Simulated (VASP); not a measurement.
**CdSe: relaxation of cell and atoms with PBE**

CdSe:

```
CELL_PARAMETERS angstrom
0.00000 3.09656 3.09656
3.09656 0.00000 3.09656
3.09656 3.09656 0.00000
ATOMIC_POSITIONS crystal
Cd 0.00000 0.00000 0.00000
Se 0.75000 0.75000 0.75000
```

Measurements of this composition are mostly on another form, of space group No. 186.

| Quantity | Value |
| --- | --- |
| Program | VASP 6.6.1 |
| Task | relaxation of cell and atoms |
| Functional | PBE |
| Potentials or basis | VASP PAW PBE potentials, release 64 (Cd, Se) |
| Cutoff | 350 eV |
| k mesh | 10 × 10 × 10 |
| Occupations | gaussian, width 0.02 eV |
| Spin | no spin polarisation |
| Further INCAR settings | ALGO = Normal; EDIFF = 1e-07; IBRION = 2; EDIFFG = -0.002; NSW = 80; ISIF = 3 |

- Relaxed volume: 29.66 Å³/atom
- Relaxed cell: a = 4.378 Å, b = 4.378 Å, c = 4.378 Å, α = 60.00°, β = 60.00°, γ = 60.00°
- Space group after relaxing (to 0.05 Å): F-43m (No. 216)
- Energy gained by relaxing: 0.0 meV/atom
- Ionic steps: 2
- Pressure after relaxing: 0.0 GPa
- Band gap on the k mesh: 0.49 eV, direct

Final structure:
```xyz
2
Lattice="0.0000 3.0954 3.0954 3.0954 0.0000 3.0954 3.0954 3.0954 0.0000" Properties=species:S:1:pos:R:3 pbc="T T T"
Cd    6.1908    3.0954    3.0954
Se    4.6431    4.6431    4.6431
```

Levels at points of the mesh, in eV from the valence-band top:
```csv
k point,band 5,band 6,band 7,band 8,band 9,band 10,band 11,band 12,band 13
"(0.00, 0.00, 0.00)",-7.44,-7.44,0.00,0.00,0.00,0.49,5.93,5.93,5.93
"(0.50, 0.00, 0.00)",-7.42,-7.18,-4.09,-0.68,-0.68,2.32,6.42,6.42,7.26
"(0.50, 0.50, 0.00)",-7.39,-7.12,-3.85,-1.68,-1.68,3.23,3.69,8.87,9.90
```

Run time: 37 s on 1 thread of Intel(R) Xeon(R) Platinum 8375C CPU @ 2.90GHz (Ice Lake) (shared host), peak memory 0.17 GiB.

A hybrid or GW would open this gap; PBE tends to underestimate it.
